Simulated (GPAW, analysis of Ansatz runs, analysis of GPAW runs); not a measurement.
## Substitutional N in diamond: charge-transition level, PBEsol (GPAW)

Aim: the charge-transition level of substitutional N in diamond, to be set beside the measurement. Set-up: PBEsol, plane waves 500 eV, 64-site cell, PBEsol lattice, k: the zone centre alone then 2x2x2 shifted, started with the impurity moved along one bond, dielectric constants 5.7 and 5.7 (handbook). The model is a cell of 64 host atoms with 1 C taken out and 1 N put in. The level is the Fermi energy at which two charge states have equal formation energy, after a correction for the images of the charge. A local or semilocal functional is the cheapest first rung.

**The experiment.** (+1/0) level below the conduction-band bottom: 1.7 eV (quoted in “Hunting the elusive shallow n-type donor – An ab initio study of Li and N co-doped diamond”, 2021, S. Conejeros et al., quoting earlier work (1969)). The runs below try to reproduce this.

Program: GPAW 26.7.0. Level of theory: GPAW plane-wave PAW DFT, PBEsol; relaxation of all atoms of a defect supercell. Results are calculated unless marked as measured.

Report form: the programs' logs are mostly left out.

## Step 1: The structure

The cell holds 64 atoms: 63 C and 1 N. Its edges and angles: a = 7.108 Å, b = 7.108 Å, c = 7.108 Å, α = 90.0°, β = 90.0°, γ = 90.0°. It derives from C (space group Fd-3m). Nearest the centre at fractional (0.375, 0.375, 0.375): N8 at 0.30 Å, C42 at 1.53 Å, C49 at 1.53 Å, C27 at 1.55 Å, C4 at 1.56 Å, C53 at 2.49 Å, C37 at 2.50 Å, C6 at 2.50 Å. The cell carries charge +1.

The host's primitive cell comes from a first run (GPAW plane-wave PAW DFT, PBEsol; relaxation of cell and atoms of a defect-free cell): vectors of 2.513, 2.513 and 2.513 Å. That is 5.61 Å³ an atom, 1.0 % under the diffraction cell's volume. The supercell is built on it.

## Step 2: Relaxation, charge +1

Every later number rests on the structure around the defect, so the atoms are relaxed at the host's lattice first.

File run.py:

```python
import numpy as np
from ase.io import read, write
from ase.parallel import parprint, world
from gpaw import GPAW, PW
from gpaw import setup_paths
from ase.optimize import BFGS

setup_paths.insert(0, '.')
atoms = read('POSCAR')
calc = GPAW(mode=PW(500),
            xc='PBEsol',
            kpts={'size': (1, 1, 1), 'gamma': True},
            charge=1,
            occupations={'name': 'fermi-dirac', 'width': 0.01},
            nbands=136,
            convergence={'density': 1e-05, 'forces': 0.001},
            maxiter=150,
            symmetry='off',
            txt='gpaw.txt')
atoms.calc = calc
opt = BFGS(atoms, trajectory='relax.traj', logfile='-')
done = opt.run(fmax=0.02, steps=80)
parprint('Converged:', done)
energy = atoms.get_potential_energy()
forces = atoms.get_forces()
parprint(f'Energy: {energy:.6f} eV, largest force {np.linalg.norm(forces, axis=1).max():.4f} eV/A')
calc.write('gs.gpw')
write('final.xyz', atoms)
for s in range(calc.get_number_of_spins()):
    parprint('Levels (eV), spin', s, calc.get_eigenvalues(kpt=0, spin=s)[-16:].round(3))
```

File POSCAR:

```
C  N  C 
 1.0000000000000000
     7.1084376133738179   -0.0000000000000009    0.0000000000000000
     0.0000000000000018    7.1084376133738214    0.0000000000000000
    -0.0000000000000018   -0.0000000000000027    7.1084376133738205
 C   N   C  
   7   1  56
Direct
 -0.0023065853552147 -0.0014427538845738  0.2492828969044675
 -0.0018866470319100  0.2517806329892632 -0.0010890443880334
  0.2527390381619469  0.0005100035846354 -0.0003920089588633
  0.2495600008883126  0.2477611495588915  0.2483537737175451
  0.1242072207358376  0.1276840297706389  0.3747108721805003
  0.1260113660611054  0.3767486459819605  0.1269584406956207
  0.3752973226452739  0.1274541660755716  0.1236565799192623
  0.3974731215674777  0.4012740773580358  0.3985333409093832
 -0.0005880074351812  0.0027322392243387  0.7503243781363121
  0.0006157425631429  0.2513469226425298  0.5023922298833319
  0.2517868072064315  0.0017001347109038  0.5013538703181818
  0.2484320183914535  0.2509920417643515  0.7521150396652528
  0.1258989554553627  0.1242650859243253  0.8775627898149149
  0.1225874251392416  0.3761088535775171  0.6259306090381856
  0.3772399985131316  0.1252076239099197  0.6266897964955402
  0.3759967562719528  0.3741265283871006  0.8774818612672547
  0.0025394522484194  0.5004367232614508  0.2488701501186224
  0.0024649142392634  0.7508413435734665  0.0010641626255371
  0.2516553389357010  0.4978490052393601 -0.0007410689113851
  0.2500188176455964  0.7527970122242371  0.2496959053251444
  0.1249407891522126  0.6271673539878450  0.3767930933212666
  0.1249222130486166  0.8756294922980535  0.1277411312765890
  0.3733114438322033  0.6235264167332780  0.1232989911746220
  0.3731854965253506  0.8728633690890102  0.3747581590804034
 -0.0013861542474187  0.5024296172350787  0.7496972736930112
  0.0005059528139479  0.7507639644251358  0.4973398348105100
  0.2510604246293622  0.5024754868323696  0.5008145967567239
  0.2509114491112144  0.7526191628727945  0.7495252886043742
  0.1266552139480722  0.6262107840219697  0.8769262354424561
  0.1248995964915076  0.8764947746149103  0.6226184723344058
  0.3770222740456846  0.6241289938897662  0.6232484684934051
  0.3746873591781311  0.8767256208923283  0.8727998648748651
  0.4976643008880369 -0.0009626540834478  0.2487614853807033
  0.4990952129736051  0.2491606829003468  0.0025284410069554
  0.7486734997572499 -0.0014929980043835 -0.0019817835406120
  0.7494879700950571  0.2521145673922726  0.2482160331530449
  0.6232334027751687  0.1267065010645142  0.3763722600419492
  0.6275480817324854  0.3738122269394350  0.1251121789941436
  0.8769915939716374  0.1245426421221224  0.1269340345158084
  0.8727116724181840  0.3741073926400483  0.3736278083173810
  0.4988979008846322 -0.0017609864252512  0.7518974753433756
  0.5009829371458115  0.2515576649723993  0.4978731193187348
  0.7501895270548709 -0.0027376461648221  0.5006208721326095
  0.7525509592322451  0.2488860824720648  0.7495902425224615
  0.6223465137773507  0.1242922823634767  0.8756117599017837
  0.6247345077771784  0.3777980801859324  0.6248720470961127
  0.8736123351999656  0.1233381683945082  0.6267968883608402
  0.8730329901896347  0.3736599714078247  0.8765004334922559
  0.4977626359049834  0.4987339053073732  0.2488566199550029
  0.5009560408707143  0.7509409907774844  0.0024731812548891
  0.7520630648218873  0.5008499610244493 -0.0017138950055266
  0.7492957894315364  0.7499422655932583  0.2527233912294768
  0.6224683066231627  0.6237725723803240  0.3750072278944775
  0.6235813612860409  0.8750718187794496  0.1225713360900666
  0.8759438639377706  0.6258456553261861  0.1224880098839006
  0.8725028840493499  0.8737247068175530  0.3747673177466497
  0.5001685687367470  0.5003075443517462  0.7472083856549880
  0.5021992960334011  0.7482463945063870  0.4999361894100933
  0.7489360959856192  0.5024657114606361  0.4991606656611716
  0.7495560135313424  0.7478370268804901  0.7517437119981139
  0.6251594666635534  0.6222307543853995  0.8745288819589182
  0.6226257981625317  0.8741326082882711  0.6262356787043797
  0.8777343426182438  0.6252591998579076  0.6243898388386591
  0.8727856874997495  0.8745472783290639  0.8733243017665560
```

On the command line:

```bash
$ gpaw-setup -f PBEsol C N
$ OMP_NUM_THREADS=1 mpirun -n 4 gpaw python run.py > stdout
```

Wall time 2.5 min (4 MPI ranks of AMD EPYC 7B13 (Zen 3), shared host); peak memory 1.4 GiB.

Relaxation path:

```
step  energy less that of the first step (eV)
   0                                   0.0000
   1                                  -1.6604
   2                                  -2.0303
   3                                  -2.1070
   4                                  -2.1283
   5                                  -2.1351
   6                                  -2.1378
   7                                  -2.1388
   8                                  -2.1390
```

The atoms that moved most (Å):

```
atom      dx      dy      dz  length
  N8  -0.158  -0.182  -0.164   0.292
 C49   0.025   0.020   0.004   0.032
 C42   0.001  -0.014   0.025   0.028
 C61   0.001   0.024   0.007   0.025
  C1   0.019   0.016   0.005   0.025
 C43   0.000   0.025   0.001   0.025
 C24   0.015   0.020   0.005   0.025
 C57   0.001   0.002   0.025   0.025
```

Neighbours of N8 at the end:

```
atom  distance (Å)
 C49         1.551
 C27         1.551
 C42         1.551
  C4         1.551
 C46         2.511
 C53         2.511
 C31         2.511
  C5         2.511
  C6         2.511
 C14         2.511
 C38         2.511
 C23         2.511
 C21         2.511
  C7         2.511
 C37         2.511
 C15         2.511
```

From the first step to the last the energy fell by 2.139 eV, and the largest move was 0.29 Å (N8). Judged within 0.08 Å, the space group went from R3m to P-43m.

## Step 3: Single point, charge +1

The relaxed structure is kept, and the final numbers are taken at the final level and k-points.

This step: GPAW plane-wave PAW DFT, PBEsol; single point of a defect supercell.

File run.py:

```python
import numpy as np
from ase.io import read, write
from ase.parallel import parprint, world
from gpaw import GPAW, PW
from gpaw import setup_paths

setup_paths.insert(0, '.')
atoms = read('POSCAR')
calc = GPAW(mode=PW(500),
            xc='PBEsol',
            kpts={'size': (2, 2, 2), 'gamma': False},
            charge=1,
            occupations={'name': 'fermi-dirac', 'width': 0.01},
            nbands=136,
            convergence={'density': 1e-05, 'bands': 133},
            maxiter=150,
            symmetry={'point_group': False},
            txt='gpaw.txt')
atoms.calc = calc
energy = atoms.get_potential_energy()
forces = atoms.get_forces()
parprint(f'Energy: {energy:.6f} eV, largest force {np.linalg.norm(forces, axis=1).max():.4f} eV/A')
calc.write('gs.gpw')
write('final.xyz', atoms)
for s in range(calc.get_number_of_spins()):
    parprint('Levels (eV), spin', s, calc.get_eigenvalues(kpt=0, spin=s)[-16:].round(3))
field = calc.get_electrostatic_potential()
if world.rank == 0:
    np.save('potential.npy', field)
field = calc.get_pseudo_density()
if world.rank == 0:
    np.save('density.npy', field)
```

File POSCAR:

```
C  N  C 
 1.0000000000000000
     7.1084376133738179   -0.0000000000000009    0.0000000000000000
     0.0000000000000018    7.1084376133738214    0.0000000000000000
    -0.0000000000000018   -0.0000000000000027    7.1084376133738205
 C   N   C  
   7   1  56
Direct
  0.0003899169059015  0.0007560536213878  0.2499750081026074
  0.0003989639009652  0.2501785338390193  0.0005556129510892
[... 1 atom line left out ...]
  0.2492716270965489  0.2496483695181130  0.2494207006423314
  0.1254818215358365  0.1258553283659456  0.3763819386930168
  0.1254960778331427  0.3765995997437503  0.1256230382214989
  0.3762152986991918  0.1258153730318134  0.1256389657721307
  0.3752543786811066  0.3756162036192844  0.3754081002243531
[... 5 atom lines left out ...]
  0.1254915606661159  0.3745936498043188  0.6252014622226786
  0.3742035584578348  0.1258188308943337  0.6252110100310285
[... 11 atom lines left out ...]
  0.2492994925728706  0.5015732083365340  0.5013519206098130
[... 9 atom lines left out ...]
  0.6250348025339493  0.1258074191039499  0.3743718120270506
  0.6250437271392493  0.3745378541398462  0.1256376532474231
[... 3 atom lines left out ...]
  0.5011848360738577  0.2496240688195074  0.5013547158794743
[... 6 atom lines left out ...]
  0.5012095700603624  0.5015419468959633  0.2494457314591828
[... 14 atom lines left out ...]
  0.8751817443393579  0.8755094816181682  0.8752988938517108
```

Wall time 4.9 min (4 MPI ranks); peak memory 2.1 GiB; 20 min of CPU time.

## Step 4: Relaxation, charge 0

File run.py:

```python
import numpy as np
from ase.io import read, write
from ase.parallel import parprint, world
from gpaw import GPAW, PW
from gpaw import setup_paths
from ase.optimize import BFGS

setup_paths.insert(0, '.')
atoms = read('POSCAR')
magmoms = np.zeros(len(atoms))
magmoms[[7, 41, 48, 26]] = 1 / 4
atoms.set_initial_magnetic_moments(magmoms)
calc = GPAW(mode=PW(500),
            xc='PBEsol',
            kpts={'size': (1, 1, 1), 'gamma': True},
            occupations={'name': 'fermi-dirac', 'width': 0.01, 'fixmagmom': True},
            nbands=137,
            convergence={'density': 1e-05, 'forces': 0.001},
            maxiter=150,
            symmetry='off',
            txt='gpaw.txt')
atoms.calc = calc
opt = BFGS(atoms, trajectory='relax.traj', logfile='-')
done = opt.run(fmax=0.02, steps=80)
parprint('Converged:', done)
energy = atoms.get_potential_energy()
forces = atoms.get_forces()
parprint(f'Energy: {energy:.6f} eV, largest force {np.linalg.norm(forces, axis=1).max():.4f} eV/A')
calc.write('gs.gpw')
write('final.xyz', atoms)
parprint('Moments:', atoms.get_magnetic_moments().round(3))
for s in range(calc.get_number_of_spins()):
    parprint('Levels (eV), spin', s, calc.get_eigenvalues(kpt=0, spin=s)[-16:].round(3))
```

File POSCAR:

```
C  N  C 
 1.0000000000000000
     7.1084376133738179   -0.0000000000000009    0.0000000000000000
     0.0000000000000018    7.1084376133738214    0.0000000000000000
    -0.0000000000000018   -0.0000000000000027    7.1084376133738205
 C   N   C  
   7   1  56
Direct
 -0.0023065853552147 -0.0014427538845738  0.2492828969044675
 -0.0018866470319100  0.2517806329892632 -0.0010890443880334
[... 1 atom line left out ...]
  0.2495600008883126  0.2477611495588915  0.2483537737175451
  0.1242072207358376  0.1276840297706389  0.3747108721805003
  0.1260113660611054  0.3767486459819605  0.1269584406956207
  0.3752973226452739  0.1274541660755716  0.1236565799192623
  0.3974731215674777  0.4012740773580358  0.3985333409093832
[... 18 atom lines left out ...]
  0.2510604246293622  0.5024754868323696  0.5008145967567239
[... 3 atom lines left out ...]
  0.3770222740456846  0.6241289938897662  0.6232484684934051
[... 5 atom lines left out ...]
  0.6232334027751687  0.1267065010645142  0.3763722600419492
[... 4 atom lines left out ...]
  0.5009829371458115  0.2515576649723993  0.4978731193187348
[... 3 atom lines left out ...]
  0.6247345077771784  0.3777980801859324  0.6248720470961127
[... 2 atom lines left out ...]
  0.4977626359049834  0.4987339053073732  0.2488566199550029
[... 3 atom lines left out ...]
  0.6224683066231627  0.6237725723803240  0.3750072278944775
[... 10 atom lines left out ...]
  0.8727856874997495  0.8745472783290639  0.8733243017665560
```

The job ended after 4.7 min (4 MPI ranks; peak memory 1.6 GiB).

Relaxation path:

```
step  energy less that of the first step (eV)
   0                                   0.0000
   1                                  -1.0336
   2                                  -1.2476
   3                                  -1.3428
   4                                  -1.3818
   5                                  -1.3959
   6                                  -1.4016
   7                                  -1.4031
   8                                  -1.4035
   9                                  -1.4036
```

The atoms that moved most (Å):

```
atom      dx      dy      dz  length
  C4  -0.129  -0.113  -0.119   0.209
  N8  -0.045  -0.069  -0.051   0.097
 C49   0.036   0.031   0.053   0.071
 C42   0.013   0.035   0.036   0.052
 C53   0.036   0.029   0.011   0.048
  C6  -0.022  -0.032  -0.027   0.047
 C31  -0.004   0.027   0.032   0.042
 C14   0.036  -0.010  -0.014   0.040
```

Neighbours of N8 at the end:

```
atom  distance (Å)
 C42         1.477
 C27         1.477
 C49         1.477
  C4         1.967
 C46         2.378
 C53         2.378
 C31         2.378
 C14         2.501
 C38         2.501
 C23         2.501
 C21         2.501
 C37         2.501
 C15         2.501
```

Read from the output:

```yaml
total_moment: 1.0000 μB
```

From the first step to the last the energy fell by 1.404 eV, and the largest move was 0.21 Å (C4).

## Step 5: Single point, charge 0

This step: GPAW plane-wave PAW DFT, PBEsol; single point of a defect supercell.

File run.py:

```python
import numpy as np
from ase.io import read, write
from ase.parallel import parprint, world
from gpaw import GPAW, PW
from gpaw import setup_paths

setup_paths.insert(0, '.')
atoms = read('POSCAR')
magmoms = np.zeros(len(atoms))
magmoms[[7, 41, 48, 26]] = 1 / 4
atoms.set_initial_magnetic_moments(magmoms)
calc = GPAW(mode=PW(500),
            xc='PBEsol',
            kpts={'size': (2, 2, 2), 'gamma': False},
            occupations={'name': 'fermi-dirac', 'width': 0.01, 'fixmagmom': True},
            nbands=137,
            convergence={'density': 1e-05, 'bands': 134},
            maxiter=150,
            symmetry={'point_group': False},
            txt='gpaw.txt')
atoms.calc = calc
energy = atoms.get_potential_energy()
forces = atoms.get_forces()
parprint(f'Energy: {energy:.6f} eV, largest force {np.linalg.norm(forces, axis=1).max():.4f} eV/A')
calc.write('gs.gpw')
write('final.xyz', atoms)
parprint('Moments:', atoms.get_magnetic_moments().round(3))
for s in range(calc.get_number_of_spins()):
    parprint('Levels (eV), spin', s, calc.get_eigenvalues(kpt=0, spin=s)[-16:].round(3))
field = calc.get_electrostatic_potential()
if world.rank == 0:
    np.save('potential.npy', field)
field = calc.get_pseudo_density()
if world.rank == 0:
    np.save('density.npy', field)
field = calc.get_pseudo_density(spin=0) - calc.get_pseudo_density(spin=1)
if world.rank == 0:
    np.save('spin.npy', field)
```

File POSCAR:

```
C  N  C 
 1.0000000000000000
     7.1084376133738179   -0.0000000000000009    0.0000000000000000
     0.0000000000000018    7.1084376133738214    0.0000000000000000
    -0.0000000000000018   -0.0000000000000027    7.1084376133738205
 C   N   C  
   7   1  56
Direct
 -0.0023863457657819 -0.0020537199303168  0.2497301708972100
 -0.0023862472912595  0.2499531734874019 -0.0022437040131003
[... 1 atom line left out ...]
  0.2314673250988935  0.2317936387174636  0.2315869927454659
[... 2 atom lines left out ...]
  0.3718835198084172  0.1232794965171084  0.1230722062403776
  0.3912007196585862  0.3915385351013892  0.3913413820733646
[... 5 atom lines left out ...]
  0.1276641984298551  0.3746769451826008  0.6239089151821428
  0.3743101332132459  0.1279886494731704  0.6239153976192838
[... 5 atom lines left out ...]
  0.1276476068795854  0.6240921593872476  0.3744614336900165
[... 1 atom line left out ...]
  0.3743267627465452  0.6241152361882156  0.1278102980450568
[... 3 atom lines left out ...]
  0.2561754212450225  0.5031599817758589  0.5029464707228610
[... 9 atom lines left out ...]
  0.6237647794302765  0.1279906499127568  0.3744557981337693
  0.6237540738428970  0.3746733325744024  0.1277921013600698
[... 3 atom lines left out ...]
  0.5028016822255882  0.2565053390311178  0.5029520106181435
[... 6 atom lines left out ...]
  0.5028084221032666  0.5031582655056087  0.2563146220165307
[... 14 atom lines left out ...]
  0.8750694383667351  0.8754176794479173  0.8752137316778371
```

It took 4.5 min on 4 MPI ranks; peak memory 2.5 GiB.

This step gave:

```yaml
total_moment: 1.000 μB
```

## Step 6: Charge-transition levels

Analysis of the runs above: levels from GPAW plane-wave PAW DFT, PBEsol energies with an image-charge correction aligned at atomic sites (own code after Kumagai and Oba).

It gives:

* gap: 4.029 eV

## Step 7: What came out

```yaml
static_dielectric_constant_used: 5.7
band_gap_of_the_host: 4.03 eV
plus_1_over_0_level_below_the_conduction_band_bottom: 1.11 eV
```

In words: (+1/0) level below the conduction-band bottom: computed 1.11 eV, measured 1.7 eV; 0.59 eV shallower than the measurement. The level is counted in a gap of 4.03 eV, and the correction is screened by a dielectric constant of 5.7 from a handbook. Levels hang on the band edges, which semilocal functionals place too close together. Limits: the periodic copies of the defect are only 7.1 Å apart.

[Logs are printed without paths, hosts, clocks, repeated set-up lines and the standing remarks that a program may print on its own settings, such as how far it seeks lower states.]

[Hosts, paths, dates, database ids (printed as entryN), source tags and the programs' standing remarks are cut or masked in the printed files.]

[For some hosts the program warned that the k-mesh of the response run may be too coarse for force constants and the static dielectric constant; such warnings are not shown here.]
